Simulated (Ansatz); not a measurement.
# Bi2Se3 (Paraguanajuatite) (R-3m) in Ansatz: band structure with r2SCAN

Aim: the band structure of Bi2Se3 (Paraguanajuatite) with r2SCAN.

Everything below comes from runs of Ansatz 0.2.0. Logs are shortened: lines on timing, memory, paths and dates and some standing lists are left out, and cuts for length are marked.

## (1) The structure

It takes space group R-3m (No. 166, trigonal). The conventional cell has a = 4.143 Å, b = 4.143 Å, c = 28.636 Å, α = 90.00°, β = 90.00°, γ = 120.00°. Bi (site symmetry 3m) is surrounded by 6 Se at 2.85 to 3.07 Å. Se (site symmetry 3m) has 3 Bi at 2.85 Å as nearest neighbours. Around Se (site symmetry -3m) lie 6 Bi at 3.07 Å.

## (2) Band structure, r2SCAN, spin-orbit coupling, no magnetisation

input.yaml

```yaml
crystal:
  lattice:
    - [2.0715, 1.1959810826, 9.5453333333]
    - [-2.0715, 1.1959810826, 9.5453333333]
    - [0.0, -2.3919621653, 9.5453333333]
  atoms:
    - { symbol: Bi, position: [0.5992, 0.5992, 0.5992] }
    - { symbol: Bi, position: [0.4008, 0.4008, 0.4008] }
    - { symbol: Se, position: [0.7883, 0.7883, 0.7883] }
    - { symbol: Se, position: [0.2117, 0.2117, 0.2117] }
    - { symbol: Se, position: [0.0, 0.0, 0.0] }
hamiltonian:
  xc: r2scan
  pseudopotentials: { kind: paw_fr }
magnetization:
  noncollinear: true
  spin_orbit: true
kpoints:
  mp_grid: { grid: [6, 6, 6] }
  band_path:
    path:
      - [[0.0, 0.0, 0.0], [0.5, 0.0, 0.0], [0.5, 0.1771325325, -0.1771325325]]
      - [[0.8228674675, 0.5, 0.1771325325], [0.5, 0.5, 0.5], [0.0, 0.0, 0.0], [0.3385662663, 0.0, -0.3385662663]]
      - [[0.6614337337, 0.3385662663, 0.0], [0.5, 0.5, 0.0], [0.6614337337, 0.6614337337, 0.1771325325], [0.5, 0.5, 0.5]]
      - [[0.5, 0.0, 0.0], [0.8228674675, 0.3385662663, 0.3385662663]]
    npoints: 14
scf:
  occupations: { method: fermi_dirac, width: 0.05 }
  n_extra_bands: 12
output:
  forces: true
  stress: true
  eigenvalues: true
  fatbands: true
  write_density: true
  write_potential: true
  elf: true
  volumetric_format: npy
```

Potentials or basis: Ansatz PAW.

Started as:

```bash
$ ansatz run input.yaml --threads 2 --pin off --max-ram 5632MiB --backend cpu --events-out ev --progress --plain --runs-dir out
```

What it wrote:

```text
Warning: RAYON_NUM_THREADS=2 ignored (pool sized by the plan → 2); use --threads N
basis.fft_grid_basis auto: the FFT boxes are laid along the combinations [[1, -1, 0], [0, 1, 0], [0, -1, 1]] of the cell's own vectors, 4.143, 9.840 and 4.143 Å long. The dense box has 32×72×32 points. Along the cell's own vectors, as sized, it would have 72×72×72, 5.06 times as many. Of the 12 symmetry operations that the crystal satisfies within crystal.symmetry.tolerance (time reversal apart; of a slab, those that keep its plane) the dense box along the cell's own vectors carries 12, and the one as laid loses 8 of those. basis.fft_grid_basis: typed keeps the cell's own vectors: state it where this run's energies or levels are differenced outside the engine with another run's, or held beside a run that keeps those vectors. Those combinations have planes normal to reciprocal vector 3, as the cell's own vectors have. Each planar average written beside output.write_density, output.write_potential has a row for each plane of the box: 32. The volumetric files lie along those combinations, not along the cell's own vectors: a cube or XSF file states them, and fields.json those of NumPy files.
scf.n_extra_bands = 12 over 78 filled bands (N_el = 78.0): the run solves 90 bands
Engine: ansatz 0.2.0, aarch64-unknown-linux-gnu
Pseudopotentials: kind: paw_fr
Pseudopotential: Bi, paw_fr, valence charge 15, recommended cutoff 500 eV (meta_gga), Bi.paw.azcp#standard-fr
Pseudopotential: Se, paw_fr, valence charge 16, recommended cutoff 500 eV (meta_gga), Se.paw.azcp#standard-fr
Functional definition: r2SCAN
  parameter k0 = 0.174
  parameter k1 = 0.065
[... 68 lines left out ...]
  atom   1  Bi     0.00000000    -0.00000000     0.13085518
  atom   2  Bi     0.00000000     0.00000000    -0.13085518
  atom   3  Se     0.00000000    -0.00000000     0.09109047
  atom   4  Se     0.00000000     0.00000000    -0.09109047
  atom   5  Se     0.00000000     0.00000000    -0.00000000
  max |Σ_I F_I| component: 2.78e-17 eV/Å
--- Stress (GPa, compression-positive) ---
        1.671127       0.000000       0.000000
        0.000000       1.671127      -0.000000
        0.000000      -0.000000       1.802739
  P = ⅓ Tr σ = 1.7150 GPa (17.150 kbar)
--- Band table (eV; the first three rows and the last of 32) ---
  k-point 0: bands = ["-39.9829", "-39.9829", "-39.9827", "-39.9827", "-39.9803", "-39.9803", "-39.9799", "-39.9799", "-39.7204", "-39.7204", "-39.6907", "-39.6907", "-39.0872", "-39.0872", "-39.0870", "-39.0870", "-39.0856", "-39.0856", "-39.0849", "-39.0849", "-39.0828", "-39.0828", "-39.0828", "-39.0828", "-38.8259", "-38.8259", "-38.8140", "-38.8140", "-38.7874", "-38.7874", "-16.5590", "-16.5590", "-16.5587", "-16.5587", "-16.5467", "-16.5467", "-16.5451", "-16.5451", "-13.5697", "-13.5697", "-13.5676", "-13.5676", "-13.5468", "-13.5468", "-13.5462", "-13.5462", "-13.5455", "-13.5455", "-13.5428", "-13.5428", "-6.1151", "-6.1151", "-5.3691", "-5.3691", "-4.5102", "-4.5102", "-0.8243", "-0.8243", "0.0278", "0.0278", "6.0706", "6.0706", "6.2546", "6.2546", "6.7828", "6.7828", "6.9986", "6.9986", "7.0411", "7.0411", "7.1328", "7.1328", "7.4046", "7.4046", "7.6523", "7.6523", "8.6766", "8.6766", "8.8817", "8.8817", "10.2371", "10.2371", "10.3724", "10.3724", "11.0898", "11.0898", "11.9766", "11.9766", "12.4849", "12.4849"]
  k-point 1: bands = ["-39.9828", "-39.9828", "-39.9827", "-39.9827", "-39.9803", "-39.9803", "-39.9799", "-39.9799", "-39.7204", "-39.7204", "-39.6906", "-39.6906", "-39.0872", "-39.0872", "-39.0870", "-39.0870", "-39.0856", "-39.0856", "-39.0850", "-39.0850", "-39.0828", "-39.0828", "-39.0827", "-39.0827", "-38.8259", "-38.8259", "-38.8140", "-38.8140", "-38.7874", "-38.7874", "-16.5579", "-16.5579", "-16.5575", "-16.5575", "-16.5471", "-16.5471", "-16.5453", "-16.5453", "-13.5687", "-13.5687", "-13.5656", "-13.5656", "-13.5495", "-13.5495", "-13.5490", "-13.5490", "-13.5433", "-13.5433", "-13.5407", "-13.5407", "-5.8571", "-5.8571", "-5.1540", "-5.1540", "-4.3574", "-4.3574", "-0.9968", "-0.9968", "-0.2766", "-0.2766", "5.1374", "5.1374", "5.3593", "5.3593", "5.8781", "5.8781", "6.3412", "6.3412", "6.6647", "6.6647", "7.3567", "7.3567", "7.5984", "7.5984", "7.7425", "7.7425", "8.1579", "8.1579", "9.8555", "9.8555", "10.1715", "10.1715", "11.3433", "11.3433", "11.6314", "11.6314", "12.1863", "12.1863", "12.7376", "12.7376"]
  k-point 2: bands = ["-39.9828", "-39.9828", "-39.9827", "-39.9827", "-39.9802", "-39.9802", "-39.9800", "-39.9800", "-39.7204", "-39.7204", "-39.6906", "-39.6906", "-39.0871", "-39.0871", "-39.0870", "-39.0870", "-39.0855", "-39.0855", "-39.0851", "-39.0851", "-39.0827", "-39.0827", "-39.0827", "-39.0827", "-38.8258", "-38.8258", "-38.8140", "-38.8140", "-38.7873", "-38.7873", "-16.5559", "-16.5559", "-16.5555", "-16.5555", "-16.5470", "-16.5470", "-16.5457", "-16.5457", "-13.5716", "-13.5716", "-13.5677", "-13.5677", "-13.5515", "-13.5515", "-13.5496", "-13.5496", "-13.5379", "-13.5379", "-13.5347", "-13.5347", "-5.1407", "-5.1407", "-4.6324", "-4.6324", "-4.0464", "-4.0464", "-1.6321", "-1.6321", "-1.0378", "-1.0378", "3.7792", "3.7792", "4.8193", "4.8193", "5.1226", "5.1226", "5.7468", "5.7468", "5.8660", "5.8660", "6.4864", "6.4864", "7.2634", "7.2634", "7.5229", "7.5229", "8.3057", "8.3057", "9.7475", "9.7475", "11.0525", "11.0525", "11.4151", "11.4151", "12.0604", "12.0604", "12.9859", "12.9859", "13.6082", "13.6082"]
  k-point 31: bands = ["-39.9829", "-39.9829", "-39.9827", "-39.9827", "-39.9803", "-39.9803", "-39.9799", "-39.9799", "-39.7204", "-39.7204", "-39.6907", "-39.6907", "-39.0872", "-39.0872", "-39.0870", "-39.0870", "-39.0856", "-39.0856", "-39.0849", "-39.0849", "-39.0828", "-39.0828", "-39.0828", "-39.0828", "-38.8259", "-38.8259", "-38.8140", "-38.8140", "-38.7874", "-38.7874", "-16.5590", "-16.5590", "-16.5587", "-16.5587", "-16.5467", "-16.5467", "-16.5452", "-16.5452", "-13.5697", "-13.5697", "-13.5676", "-13.5676", "-13.5469", "-13.5469", "-13.5461", "-13.5461", "-13.5455", "-13.5455", "-13.5429", "-13.5429", "-5.9289", "-5.9289", "-5.7416", "-5.7416", "-4.2141", "-4.2141", "-1.2763", "-1.2763", "0.4398", "0.4398", "5.7161", "5.7161", "6.5507", "6.5507", "6.5554", "6.5554", "6.9676", "6.9676", "7.1546", "7.1546", "7.3341", "7.3341", "7.4972", "7.4972", "7.5073", "7.5073", "8.4322", "8.4322", "9.1904", "9.1904", "9.9981", "9.9981", "10.6122", "10.6122", "11.3749", "11.3749", "11.8460", "11.8460", "12.1333", "12.1333"]
```

It took 9.4 min on 2 threads of Arm Neoverse V2, shared host; peak memory 2.6 GiB.

What came out:

- Free energy: -41180.9078 eV
- Pressure: 1.7 GPa
- Largest force: 0.131 eV/Å
- Band gap on the k mesh: 0.21 eV, direct
- Band gap along the path: 0.21 eV, direct

Forces on the atoms (eV/Å):
```
Bi   0.000  0.000  0.131
Bi   0.000  0.000 -0.131
Se   0.000  0.000  0.091
Se   0.000  0.000 -0.091
Se   0.000  0.000  0.000
```

Levels at the corners of the path, in eV from the valence-band top:
```
point  band 75  band 76  band 77  band 78  band 79  band 80  band 81  band 82
    Γ    -1.02    -1.02     0.00     0.00     0.21     0.21     1.56     1.56
    L    -1.18    -1.18    -0.36    -0.36     0.95     0.95     2.44     2.44
   B1    -0.96    -0.96    -0.56    -0.56     1.66     1.66     2.55     2.55
    B    -0.96    -0.96    -0.56    -0.56     1.66     1.66     2.55     2.55
    Z    -1.17    -1.17    -0.24    -0.24     0.51     0.51     1.32     1.32
    Γ    -1.02    -1.02     0.00     0.00     0.21     0.21     1.56     1.56
    X    -1.09    -1.09    -0.56    -0.56     1.69     1.69     2.63     2.63
    Q    -1.09    -1.09    -0.56    -0.56     1.69     1.69     2.63     2.63
    F    -1.53    -1.53    -0.82    -0.82     1.39     1.39     2.40     2.40
   P1    -1.25    -1.25    -0.87    -0.87     1.35     1.35     2.38     2.38
    Z    -1.17    -1.17    -0.24    -0.24     0.51     0.51     1.32     1.32
    L    -1.18    -1.18    -0.36    -0.36     0.95     0.95     2.44     2.44
    P    -1.25    -1.25    -0.87    -0.87     1.35     1.35     2.38     2.38
```

Caveat: the PAW data sets come from PBE, with cores solved anew for the run's functional, which leaves a small shift of forces and pressure. r2SCAN opens gaps a little over a GGA but as a rule still falls short of measured ones.

## (3) The reference run

An earlier run on the cell as given: functional PBE; potentials or basis Ansatz PAW; cutoff 420 eV (not typed: the program's choice for these potentials); k mesh 8 × 8 × 8; occupations fermi-dirac, width 0.05 eV; no spin polarisation.

* Pressure: 2.5 GPa
* Largest force: 0.159 eV/Å
* Band gap on the k mesh: 0.22 eV, direct
